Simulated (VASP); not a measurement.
# Si (Imma) in VASP: a series of runs

One crystal, Si, is run at these levels: PBE; tasks: single point.

Program: VASP 6.6.1. These are calculated values, not measurements. Logs are shortened: lines on timing, memory, paths and dates and some standing lists are left out, and cuts for length are marked.

### 1 The crystal as given

It takes space group Imma (No. 74, orthorhombic). Conventional cell: a = 3.766 Å, b = 4.214 Å, c = 5.960 Å, α = 90.00°, β = 90.00°, γ = 90.00°. Si (site symmetry mm2) has 4 Si at 2.43 to 2.56 Å as nearest neighbours.

This isn't the form of Si at room conditions, which is diamond.

### 2 Single point, PBE

INCAR

```
PREC = Accurate ; ENCUT = 520
EDIFF = 1E-6 ; ISMEAR = 0
SIGMA = 0.1 ; LREAL = F
LASPH = T ; NELM = 100
ALGO = Fast ; ISIF = 2
LWAVE = F ; LCHARG = T
GGA = PE ; LELF = T
LVHAR = T ; NBANDS = 16
```

KPOINTS

```
regular mesh
0
Gamma
  10 8 12
```

POSCAR

```
Si
1.0
    4.2142065843      0.0000000000      0.0000000000
    0.0000000000      5.9597881062      0.0000000000
    0.0000000000      0.0000000000      3.7655877268
Si
4
Direct
    0.0000000000     -0.0035157135      0.0000000000
    0.5000000000      0.4964842865      0.5000000000
    0.0000000000      0.2535157135      0.5000000000
    0.5000000000      0.7535157135      0.0000000000
```

Potentials or basis: VASP PAW PBE potentials, release 64 (Si).

Started as:

```sh
> cat potpaw_PBE.64/Si/POTCAR > POTCAR
> mpirun -np 1 vasp_std > vasp.out
```

OUTCAR:

```text
PREC = Accurate
   ENCUT = 520
   EDIFF = 1E-6
   ISMEAR = 0
   LREAL = F
   LASPH = T
   NELM = 100
   ISIF = 2
   GGA = PE

 ion  position               nearest neighbor table
   1  0.000  0.996  0.000-   3 2.43   3 2.43   4 2.56   4 2.56
   2  0.500  0.496  0.500-   4 2.43   4 2.43   3 2.56   3 2.56
   3  0.000  0.254  0.500-   1 2.43   1 2.43   2 2.56   2 2.56
   4  0.500  0.754  0.000-   2 2.43   2 2.43   1 2.56   1 2.56

  LATTYP: Found a simple orthorhombic cell.
 ALAT       =     3.7655877268
 B/A-ratio  =     1.1191364775
 C/A-ratio  =     1.5826979846

  Lattice vectors:

 A1 = (   0.0000000000,   0.0000000000,   3.7655877268)
 A2 = (   4.2142065843,   0.0000000000,   0.0000000000)
 A3 = (   0.0000000000,   5.9597881062,   0.0000000000)

Analysis of symmetry for initial positions (statically):
=====================================================================
 Subroutine PRICEL returns following result:

  LATTYP: Found a body centered orthorhombic cell.
 ALAT       =     3.7655877268
 B/A-ratio  =     1.1191364775
 C/A-ratio  =     1.5826979846

  Lattice vectors:

 A1 = (  -2.1071032922,  -2.9798940531,  -1.8827938634)
 A2 = (   2.1071032922,  -2.9798940531,   1.8827938634)
 A3 = (  -2.1071032922,   2.9798940531,   1.8827938634)

   2 primitive cells build up your supercell.

 Routine SETGRP: Setting up the symmetry group for a
 simple orthorhombic supercell.

 Subroutine GETGRP returns: Found  8 space group operations
 (whereof  4 operations were pure point group operations)
 out of a pool of  8 trial point group operations.

The static configuration has the point symmetry C_2v.
 The point group associated with its full space group is D_2h.

Analysis of symmetry for dynamics (positions and initial velocities):
=====================================================================
 Subroutine PRICEL returns following result:

  LATTYP: Found a body centered orthorhombic cell.
 ALAT       =     3.7655877268
 B/A-ratio  =     1.1191364775
 C/A-ratio  =     1.5826979846

  Lattice vectors:

 A1 = (  -2.1071032922,  -2.9798940531,  -1.8827938634)
 A2 = (   2.1071032922,  -2.9798940531,   1.8827938634)
 A3 = (  -2.1071032922,   2.9798940531,   1.8827938634)

   2 primitive cells build up your supercell.

 Routine SETGRP: Setting up the symmetry group for a
 simple orthorhombic supercell.

 Subroutine GETGRP returns: Found  8 space group operations
 (whereof  4 operations were pure point group operations)
 out of a pool of  8 trial point group operations.

The dynamic configuration has the point symmetry C_2v.
 The point group associated with its full space group is D_2h.

 Subroutine INISYM returns: Found  8 space group operations
 (whereof  4 operations are pure point group operations),
 and found     2 'primitive' translations

----------------------------------------------------------------------------------------

                                     Primitive cell

  volume of cell :      47.2878

  direct lattice vectors                    reciprocal lattice vectors
    -2.107103292 -2.979894053 -1.882793863    -0.237292591 -0.167791200  0.000000000
     2.107103292 -2.979894053  1.882793863     0.000000000 -0.167791200  0.265562795
    -2.107103292  2.979894053  1.882793863    -0.237292591  0.000000000  0.265562795

  length of vectors
     4.106648948  4.106648948  4.106648948     0.290622884  0.314129726  0.356133924

  position of ions in fractional coordinates (direct lattice)
     0.003515714  0.003515714  0.000000000
     0.746484286  0.246484286  0.500000000

  ion indices of the primitive-cell ions
   primitive index   ion index
                 1           1
                 2           4

----------------------------------------------------------------------------------------

 KPOINTS: regular mesh

Automatic generation of k-mesh.
 Grid dimensions read from file:
 generate k-points for:   10    8   12

 Generating k-lattice:

  Cartesian coordinates                     Fractional coordinates (reciprocal lattice)
     0.023729259  0.000000000  0.000000000     0.100000000  0.000000000  0.000000000
     0.000000000  0.020973900  0.000000000     0.000000000  0.125000000  0.000000000
     0.000000000  0.000000000  0.022130233     0.000000000  0.000000000  0.083333333

  Length of vectors
     0.023729259  0.020973900  0.022130233

  Shift w.r.t. Gamma in fractional coordinates (k-lattice)
     0.000000000  0.000000000  0.000000000

 Subroutine IBZKPT returns following result:
 ===========================================

 Found    210 irreducible k-points:

 Following reciprocal coordinates:
            Coordinates               Weight
  0.000000  0.000000  0.000000      1.000000
  0.100000  0.000000  0.000000      2.000000
  0.200000  0.000000  0.000000      2.000000
  0.300000  0.000000  0.000000      2.000000
  0.400000  0.000000  0.000000      2.000000
  0.500000  0.000000  0.000000      1.000000
[... 16 lines left out ...]
  0.400000  0.375000  0.000000      4.000000
  0.500000  0.375000  0.000000      2.000000
 [... further k-points ...]
   k-points           NKPTS =    210   k-points in BZ     NKDIM =    210   number of bands    NBANDS=     16
   number of dos      NEDOS =    301   number of ions     NIONS =      4
   total plane-waves  NPLWV =  43008
   dimension x,y,z NGX =    32 NGY =   48 NGZ =   28
   dimension x,y,z NGXF=    64 NGYF=   96 NGZF=   56
   ions per type =               4
   NGX,Y,Z   is equivalent  to a cutoff of  12.62, 13.39, 12.36 a.u.
   NGXF,Y,Z  is equivalent  to a cutoff of  25.25, 26.78, 24.72 a.u.
 SYSTEM =  unknown system
   PREC   = accura    normal or accurate (medium, high low for compatibility)
   ISTART =      0    job   : 0-new  1-cont  2-samecut
   ICHARG =      2    charge: 1-file 2-atom 10-const
   ISPIN  =      1    spin polarized calculation?
   LNONCOLLINEAR =      F non collinear calculations
   LSORBIT =      F    spin-orbit coupling
   LASPH  =      T    aspherical Exc in radial PAW
   ENCUT  =  520.0 eV  38.22 Ry    6.18 a.u.   7.84 11.08  7.00*2*pi/ulx,y,z
   NELM   =    100;   NELMIN=  2; NELMDL= -5     # of ELM steps
   EDIFF  = 0.1E-05   stopping-criterion for ELM
   LREAL  =      F    real-space projection
   EDIFFG = 0.1E-04   stopping-criterion for IOM
   NSW    =      0    number of steps for IOM
   IBRION =     -1    ionic relax: 0-MD 1-quasi-New 2-CG
   NFREE  =      0    steps in history (QN), initial steepest desc. (CG)
   ISIF   =      2    stress and relaxation
   ISYM   =      2    0-nonsym 1-usesym 2-fastsym
   POTIM  = 0.5000    time-step for ionic-motion
   TEBEG  =    0.0;   TEEND  =   0.0 temperature during run
   PSTRESS=    0.0 pullay stress
   NELECT =      16.0000    total number of electrons
   NUPDOWN=      -1.0000    fix difference up-down
   EMIN   =  10.00;   EMAX   =-10.00  energy-range for DOS
   EFERMI =   0.00;   METHOD = LEGACY
   ISMEAR =     0;   SIGMA  =   0.10  broadening in eV -4-tet -1-fermi 0-gaus
   EFERMI_NEDOS =   21; number of points for ismear=-14 and -15
   IALGO  =     68    algorithm
   IMIX   =      4    mixing-type and parameters
     AMIX     =   0.40;   BMIX     =  1.00
     AMIX_MAG =   1.60;   BMIX_MAG =  1.00
  volume/ion in A,a.u.               =      23.64       159.56
  Fermi-wavevector in a.u.,A,eV,Ry     =   0.905430  1.711015 11.154111  0.819804
  Thomas-Fermi vector in A             =   2.028997
   LORBIT       =      0    0 simple, 1 ext, 2 COOP (PROOUT), +10 PAW based schemes
   GGA     = PE    functional components
   LHFCALC =     F    Hartree Fock is set to
   AEXX    =    0.0000 exact exchange contribution
   IVDW    =     0    specifies the selected vdW correction
   LEPSILON=     F    determine dielectric tensor
   LRPA    =     F    only Hartree local field effects (RPA)
 non-spin polarized calculation
 RMM-DIIS sequential band-by-band and
 Gauss-broadening in eV      SIGMA  =   0.10
  energy-cutoff  :      520.00
  volume of cell :       94.58
 maximum number of plane-waves:      2592
 NGX is ok and might be reduce to    32
   NGX = 15   NGY = 23   NGZ = 15

 number of electron      16.0000001 magnetization

 Free energy of the ion-electron system (eV)
  ---------------------------------------------------
  ext. energy  EPLUGINS =         0.00000000
  ---------------------------------------------------
  free energy    TOTEN  =       -20.98188227 eV

  energy without entropy =      -20.98143333  energy(sigma->0) =      -20.98165780

 E-fermi :   4.7687     XC(G=0):  -8.7770

 val. band max:        4.7419293550   @ k =   0.1000   0.0000   0.0000
 cond. band min:       4.7733418069   @ k =   0.0000   0.5000   0.5000
 fundamental gap:      0.0314124519
 Fermi energy:         4.7686611426

 k-point     1 :       0.0000    0.0000    0.0000
  band No.  band energies     occupation
      1      -6.6350      2.00000
      2      -3.5537      2.00000
      3      -2.9514      2.00000
      4       1.5562      2.00000
      5       2.7338      2.00000
      6       3.9496      2.00000
[... 8 lines left out ...]
     15      11.4189      0.00000
     16      11.7192      0.00000

 k-point     2 :       0.1000    0.0000    0.0000
  band No.  band energies     occupation
      1      -6.5681      2.00000
      2      -3.6045      2.00000
      3      -2.8724      2.00000
      4       1.2511      2.00000
      5       2.7845      2.00000
      6       3.1893      2.00000
[... 8 lines left out ...]
     15      11.4353      0.00000
     16      11.9654      0.00000

 k-point     3 :       0.2000    0.0000    0.0000
  band No.  band energies     occupation
      1      -6.3699      2.00000
      2      -3.7800      2.00000
      3      -2.6358      2.00000
      4       0.7561      2.00000
      5       1.9696      2.00000
      6       2.9256      2.00000
[... 8 lines left out ...]
     15      11.5561      0.00000
     16      11.6487      0.00000
[... 362 lines left out ...]
 k-point    23 :       0.4000    0.3750    0.0000
  band No.  band energies     occupation
      1      -5.2880      2.00000
      2      -4.8646      2.00000
      3      -1.9511      2.00000
      4      -1.4280      2.00000
      5       2.2427      2.00000
      6       3.1234      2.00000
[... 8 lines left out ...]
     15      10.8061      0.00000
     16      11.6726      0.00000

 k-point    24 :       0.5000    0.3750    0.0000
  band No.  band energies     occupation
      1      -4.9902      2.00000
      2      -4.9902      2.00000
      3      -1.8882      2.00000
      4      -1.8882      2.00000
      5       2.6964      2.00000
      6       2.6964      2.00000
[... 8 lines left out ...]
     15      11.9903      0.00000
     16      11.9903      0.00000

 [... further k-points ...]
[... 5 lines left out ...]
  --------------------------------------------------------------------------------------
  -------------------------------------------------------------------------------------
  Total       -8.2095409     -7.5879640     -0.0158618      0.0000000      0.0000000      0.0000000
  in kB     -139.0753119   -128.5453691     -0.2687092      0.0000000      0.0000000      0.0000000
  external PRESSURE =     -89.2964634 kB  Pullay stress =       0.0000000 kB

 VOLUME and BASIS-vectors are now :
 -----------------------------------------------------------------------------
  energy-cutoff  :      520.00
  volume of cell :       94.58
      direct lattice vectors                 reciprocal lattice vectors
     4.214206584  0.000000000  0.000000000     0.237292591  0.000000000  0.000000000
     0.000000000  5.959788106  0.000000000     0.000000000  0.167791200  0.000000000
     0.000000000  0.000000000  3.765587727     0.000000000  0.000000000  0.265562795

 POSITION                                       TOTAL-FORCE (eV/Angst)
 -----------------------------------------------------------------------------------
      0.00000      5.93884      0.00000        -0.000000      0.002920     -0.000000
      2.10710      2.95894      1.88279        -0.000000      0.002920     -0.000000
      0.00000      1.51090      1.88279         0.000000     -0.002920      0.000000
      2.10710      4.49079      0.00000         0.000000     -0.002920      0.000000
 -----------------------------------------------------------------------------------
    total drift:                               -0.000000      0.000000     -0.000000

  FREE ENERGIE OF THE ION-ELECTRON SYSTEM (eV)
  ---------------------------------------------------
  free  energy   TOTEN  =       -20.9818822732 eV

  energy  without entropy=      -20.9814333325  energy(sigma->0) =      -20.98165780
```

Wall time 1.7 min (1 thread of Intel Xeon 6975P-C (Granite Rapids), shared host); peak memory 0.35 GiB.

Results:

```
Free energy            : -20.9819 eV
Pressure               : -8.9 GPa
Band gap on the k mesh : none (metal or under the smearing width)
```

Forces on the atoms (eV/Å):
```
Si   0.000  0.003  0.000
Si   0.000  0.003  0.000
Si   0.000 -0.003  0.000
Si   0.000 -0.003  0.000
```

(Part 1 of 2 ends here.)
